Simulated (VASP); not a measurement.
# P (P2/m) in VASP: a series of runs, part 2 of 2

VASP 6.6.1. The steps go on from the part before.

## 4. Single point, PBE

INCAR reads:

```
PREC = Accurate
ENCUT = 460
EDIFF = 1E-6
ISMEAR = 0
SIGMA = 0.02
LREAL = False
LASPH = True
NELM = 100
ALGO = Normal
ISIF = 2
LWAVE = False
LCHARG = False
GGA = PE
ADDGRID = False
```

KPOINTS reads:

```
regular mesh
0
Gamma
  20 20 10
```

POSCAR reads:

```
P
1.0
    2.4246941115      0.0000000000      0.0000000000
    0.0000000000      2.4385351442      0.0000000000
   -0.0203144631      0.0000000000      4.8524328982
P
2
Direct
   -0.0009640000     -0.0137570000      0.7520410000
    1.0088450000      0.0001830000      0.2407300000
```

Potentials or basis: VASP PAW PBE potentials, release 64 (P).

Command:

```console
> cat potpaw_PBE.64/P/POTCAR > POTCAR
> mpirun -np 1 vasp_std > vasp.out
```

OUTCAR:

```text
PREC = Accurate
   ENCUT = 460
   EDIFF = 1E-6
   ISMEAR = 0
   LREAL = False
   LASPH = True
   NELM = 100
   ISIF = 2
   GGA = PE

 Found   2004 irreducible k-points:

 Following reciprocal coordinates:
            Coordinates               Weight
  0.000000  0.000000  0.000000      1.000000
  0.050000  0.000000 -0.000000      2.000000
  0.100000  0.000000 -0.000000      2.000000
  0.150000  0.000000 -0.000000      2.000000
  0.200000  0.000000 -0.000000      2.000000
  0.250000  0.000000 -0.000000      2.000000
   k-points           NKPTS =   2004   k-points in BZ     NKDIM =   2004   number of bands    NBANDS=      9
   number of dos      NEDOS =    301   number of ions     NIONS =      2
   total plane-waves  NPLWV =  11664
   dimension x,y,z NGX =    18 NGY =   18 NGZ =   36
   dimension x,y,z NGXF=    36 NGYF=   36 NGZF=   72
   ions per type =               2
   NGX,Y,Z   is equivalent  to a cutoff of  12.34, 12.27, 12.33 a.u.
   NGXF,Y,Z  is equivalent  to a cutoff of  24.68, 24.54, 24.67 a.u.
 SYSTEM =  unknown system
   PREC   = accura    normal or accurate (medium, high low for compatibility)
   ISTART =      0    job   : 0-new  1-cont  2-samecut
   ICHARG =      2    charge: 1-file 2-atom 10-const
   ISPIN  =      1    spin polarized calculation?
   LNONCOLLINEAR =      F non collinear calculations
   LSORBIT =      F    spin-orbit coupling
   LASPH  =      T    aspherical Exc in radial PAW
   ENCUT  =  460.0 eV  33.81 Ry    5.81 a.u.   4.24  4.26  8.49*2*pi/ulx,y,z
   NELM   =    100;   NELMIN=  2; NELMDL= -5     # of ELM steps
   EDIFF  = 0.1E-05   stopping-criterion for ELM
   LREAL  =      F    real-space projection
   EDIFFG = 0.1E-04   stopping-criterion for IOM
   NSW    =      0    number of steps for IOM
   IBRION =     -1    ionic relax: 0-MD 1-quasi-New 2-CG
   NFREE  =      0    steps in history (QN), initial steepest desc. (CG)
   ISIF   =      2    stress and relaxation
   ISYM   =      2    0-nonsym 1-usesym 2-fastsym
   POTIM  = 0.5000    time-step for ionic-motion
   TEBEG  =    0.0;   TEEND  =   0.0 temperature during run
   PSTRESS=    0.0 pullay stress
   NELECT =      10.0000    total number of electrons
   NUPDOWN=      -1.0000    fix difference up-down
   EMIN   =  10.00;   EMAX   =-10.00  energy-range for DOS
   EFERMI =   0.00;   METHOD = LEGACY
   ISMEAR =     0;   SIGMA  =   0.02  broadening in eV -4-tet -1-fermi 0-gaus
   EFERMI_NEDOS =   21; number of points for ismear=-14 and -15
   IALGO  =     38    algorithm
   IMIX   =      4    mixing-type and parameters
     AMIX     =   0.40;   BMIX     =  1.00
     AMIX_MAG =   1.60;   BMIX_MAG =  1.00
  volume/ion in A,a.u.               =      14.35        96.81
  Fermi-wavevector in a.u.,A,eV,Ry     =   1.152107  2.177167 18.059715  1.327352
  Thomas-Fermi vector in A             =   2.288761
   LORBIT       =      0    0 simple, 1 ext, 2 COOP (PROOUT), +10 PAW based schemes
   GGA     = PE    functional components
   LHFCALC =     F    Hartree Fock is set to
   AEXX    =    0.0000 exact exchange contribution
   IVDW    =     0    specifies the selected vdW correction
   LEPSILON=     F    determine dielectric tensor
   LRPA    =     F    only Hartree local field effects (RPA)
 non-spin polarized calculation
 Gauss-broadening in eV      SIGMA  =   0.02
  energy-cutoff  :      460.00
  volume of cell :       28.69
 maximum number of plane-waves:       658
 NGX is ok and might be reduce to    18
   NGX =  9   NGY =  9   NGZ = 17

 number of electron      10.0000000 magnetization

 Free energy of the ion-electron system (eV)
  ---------------------------------------------------
  ext. energy  EPLUGINS =         0.00000000
  ---------------------------------------------------
  free energy    TOTEN  =       -10.53324937 eV

  energy without entropy =      -10.53306826  energy(sigma->0) =      -10.53315882

 E-fermi :   9.9955     XC(G=0): -11.3422

 val. band max:        9.9950971328   @ k =  -0.0500   0.2500   0.4000
 cond. band min:       9.9961414158   @ k =   0.1500   0.1500  -0.0000
 fundamental gap:      0.0010442830
 Fermi energy:         9.9955202613

 k-point     1 :       0.0000    0.0000    0.0000
  band No.  band energies     occupation
      1      -6.8112      2.00000
      2      -2.3649      2.00000
      3       1.0667      2.00000
      4      14.7946      0.00000
      5      15.0203      0.00000
      6      15.0463      0.00000
      7      16.5869      0.00000
      8      16.6584      0.00000
      9      17.7510      0.00000

 k-point     2 :       0.0500    0.0000   -0.0000
  band No.  band energies     occupation
      1      -6.7531      2.00000
      2      -2.3065      2.00000
      3       1.1193      2.00000
      4      13.7972      0.00000
      5      14.8406      0.00000
      6      15.0762      0.00000
      7      16.6415      0.00000
      8      16.8661      0.00000
      9      17.8011      0.00000

 k-point     3 :       0.1000    0.0000   -0.0000
  band No.  band energies     occupation
      1      -6.5792      2.00000
      2      -2.1317      2.00000
      3       1.2766      2.00000
      4      11.9987      0.00000
      5      14.9760      0.00000
      6      15.1799      0.00000
      7      15.2969      0.00000
      8      16.7833      0.00000
      9      17.8980      0.00000

 k-point     4 :       0.1500    0.0000   -0.0000
  band No.  band energies     occupation
      1      -6.2907      2.00000
      2      -1.8412      2.00000
      3       1.5359      2.00000
      4      10.1887      0.00000
      5      13.6103      0.00000
      6      15.2042      0.00000
      7      15.4410      0.00000
      8      17.0067      0.00000
      9      18.1097      0.00000

 k-point     5 :       0.2000    0.0000   -0.0000
  band No.  band energies     occupation
      1      -5.8903      2.00000
      2      -1.4368      2.00000
      3       1.8922      2.00000
      4       8.4326      2.00000
      5      11.9826      0.00000
      6      15.5128      0.00000
      7      15.7462      0.00000
      8      17.2907      0.00000
      9      17.6583      0.00000

 k-point     6 :       0.2500    0.0000   -0.0000
  band No.  band energies     occupation
      1      -5.3822      2.00000
      2      -0.9211      2.00000
      3       2.3362      2.00000
      4       6.7584      2.00000
      5      10.4044      0.00000
      6      15.8784      0.00000
      7      15.8951      0.00000
      8      16.1640      0.00000
      9      17.6839      0.00000

 [... further k-points ...]

------------------------ aborting loop because EDIFF is reached ----------------------------------------

  FORCE on cell =-STRESS in cart. coord.  units (eV):
  Direction    XX          YY          ZZ          XY          YZ          ZX
  --------------------------------------------------------------------------------------
  -------------------------------------------------------------------------------------
  Total        0.5592055      0.2743408      0.5137360      0.0027759     -0.0163898      0.0274476
  in kB       31.2274481     15.3198828     28.6883176      0.1550127     -0.9152468      1.5327440
  external PRESSURE =      25.0785495 kB  Pullay stress =       0.0000000 kB

 VOLUME and BASIS-vectors are now :
 -----------------------------------------------------------------------------
  energy-cutoff  :      460.00
  volume of cell :       28.69
      direct lattice vectors                 reciprocal lattice vectors
     2.424694112  0.000000000  0.000000000     0.412423157  0.000000000  0.001726589
     0.000000000  2.438535144  0.000000000     0.000000000  0.410082259  0.000000000
    -0.020314463  0.000000000  4.852432898     0.000000000  0.000000000  0.206082190

 POSITION                                       TOTAL-FORCE (eV/Angst)
 -----------------------------------------------------------------------------------
      2.40708      2.40499      3.64923         0.038704      0.055898     -0.066069
      0.01656      0.00045      1.16813        -0.038704     -0.055898      0.066069
 -----------------------------------------------------------------------------------
    total drift:                               -0.000001      0.000000     -0.000001

  FREE ENERGIE OF THE ION-ELECTRON SYSTEM (eV)
  ---------------------------------------------------
  free  energy   TOTEN  =       -10.5332493740 eV

  energy  without entropy=      -10.5330682626  energy(sigma->0) =      -10.53315882
```

OSZICAR:

```text
N       E                     dE             d eps       ncg     rms          rms(c)
DAV:   1     0.169959853390E+02    0.16996E+02   -0.43080E+03 36096   0.873E+02
DAV:   2    -0.982486512688E+01   -0.26821E+02   -0.25773E+02 54679   0.113E+02
DAV:   3    -0.105260581577E+02   -0.70119E+00   -0.69406E+00 46846   0.199E+01
DAV:   4    -0.105303545924E+02   -0.42964E-02   -0.42905E-02 52518   0.157E+00
DAV:   5    -0.105303700853E+02   -0.15493E-04   -0.15480E-04 47147   0.709E-02    0.677E+00
DAV:   6    -0.105311045355E+02   -0.73445E-03   -0.46993E-03 45089   0.531E-01    0.405E+00
DAV:   7    -0.105330416502E+02   -0.19371E-02   -0.49921E-03 39343   0.759E-01    0.153E-01
DAV:   8    -0.105331516393E+02   -0.10999E-03   -0.38973E-04 43920   0.156E-01    0.769E-02
DAV:   9    -0.105332459548E+02   -0.94315E-04   -0.95378E-05 39340   0.956E-02    0.278E-02
DAV:  10    -0.105332491175E+02   -0.31627E-05   -0.27446E-06 51120   0.155E-02    0.811E-03
DAV:  11    -0.105332493740E+02   -0.25643E-06   -0.60270E-07 30427   0.690E-03
   1 F= -.10533249E+02 E0= -.10533159E+02  d E =-.181111E-03
```

Run time: 5.4 min. Hardware: 1 thread of Intel Xeon Platinum 8259CL at 2.50GHz (Skylake/Cascade Lake), shared host; peak memory 0.44 GiB.

The run converged, but some of its settings lie outside the range that counts as converged, so its numbers aren't taken as properties of the crystal.

What came out:

```yaml
Free_energy: -10.5332 eV
Pressure: 2.5 GPa
Largest_force: 0.095 eV/Å
Band_gap_on_the_k_mesh: none (metal or under the smearing width)
```

## 5. Single point, PBE

INCAR, as its differences from that of step 4:

```diff
@@ -3,4 +3,4 @@
 EDIFF = 1E-6
-ISMEAR = 0
-SIGMA = 0.02
+ISMEAR = -5
+SIGMA = 0.1
 LREAL = False
```

KPOINTS is that of step 4.

POSCAR reads:

```
P
1.0
    2.4246941115      0.0000000000      0.0000000000
    0.0000000000      2.4385351442      0.0000000000
   -0.0203144631      0.0000000000      4.8524328982
P
2
Direct
    0.0000000300      0.0000000000      0.7494253600
    0.9999999700      0.0000000000      0.2505746400
```

Command:

```console
> cat potpaw_PBE.64/P/POTCAR > POTCAR
> mpirun -np 1 vasp_std > vasp.out
```

Wall time 3.4 min (1 thread of Intel Xeon Platinum 8259CL at 2.50GHz (Skylake/Cascade Lake), shared host); peak memory 0.32 GiB.

These settings aren't checked as converged: the numbers below hold their error.

What came out:

```yaml
Free_energy: -10.5418 eV
Pressure: 2.0 GPa
Largest_force: 0.093 eV/Å
Band_gap_on_the_k_mesh: none (metal or under the smearing width)
```

Caveat: tetrahedron occupations give inexact forces and stress in metals.

## 6. Single point, PBE

INCAR is that of step 5.

KPOINTS is that of step 5.

POSCAR reads:

```
P
1.0
    2.4246941115      0.0000000000      0.0000000000
    0.0000000000      2.4385351442      0.0000000000
   -0.0203144631      0.0000000000      4.8524328982
P
2
Direct
   -0.0009640000     -0.0137570000      0.7520410000
    1.0088450000      0.0001830000      0.2407300000
```

Potentials or basis: VASP PAW PBE potentials, release 64 (P).

Command:

```console
> cat potpaw_PBE.64/P/POTCAR > POTCAR
> mpirun -np 1 vasp_std > vasp.out
```

Run time: 4.7 min. Hardware: 1 thread of Intel Xeon Platinum 8259CL at 2.50GHz (Skylake/Cascade Lake), shared host; peak memory 0.46 GiB.

These settings aren't checked as converged: the numbers below hold their error.

Results:

| Item | Value |
| --- | --- |
| Free energy | -10.5385 eV |
| Pressure | 2.3 GPa |
| Largest force | 0.071 eV/Å |
| Band gap on the k mesh | none (metal or under the smearing width) |

Caveat: tetrahedron occupations give inexact forces and stress in metals.

## 7. For comparison

An earlier run on the cell as given: functional PBE; potentials or basis VASP PAW PBE potentials, release 64 (P); cutoff 520 eV; k mesh 11 × 11 × 6; occupations fermi-dirac, width 0.05 eV; no spin polarisation.

* Pressure: 1.9 GPa
* Largest force: 0.005 eV/Å
* Band gap on the k mesh: none (metal or under the smearing width)
